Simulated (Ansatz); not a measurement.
Which way does KCl + NaF ⇌ KF + NaCl run?

Plane-wave DFT in Ansatz with scalar-relativistic PAW potentials, cutoff 420 eV, Γ-centred meshes chosen by cell and gap, Gaussian smearing with energies taken to zero width. Every cell was relaxed (cell and atoms) in a run of its own, within the symmetry of its start. Functional: PBEsol.

Total energies hold large constants for each element; a whole number of eV per atom of each element is taken off below, which cancels in a balanced reaction.

```tsv
compound	lowest structure computed	structures tried	V (Å³/atom)	gap on mesh (eV)	E (eV per formula unit, common shift removed)
KCl	Fm-3m	2	30.41	5.10	-3.7412
NaF	Fm-3m	1	12.40	6.20	-4.9224
KF	Fm-3m	1	18.70	6.15	-5.1057
NaCl	Fm-3m	2	21.98	5.01	-3.2867
```

Q: Work out the reaction energy at 0 K.

A: ΔE = E(KF) + E(NaCl) − E(KCl) − E(NaF) = 0.271 eV, or 26 kJ per mole of reaction (68 meV/atom). The left side is lower: K takes Cl and Na takes F. The smaller cation ends with the smaller anion, the pairing that gives the greater sum of ionic lattice energies, which go as 1/(r₊ + r₋). All four are computed as solids; where they are solids at ordinary conditions entropy changes little. A lower structure that wasn't tried would shift the value, and mixed crystals may lie lower than either side.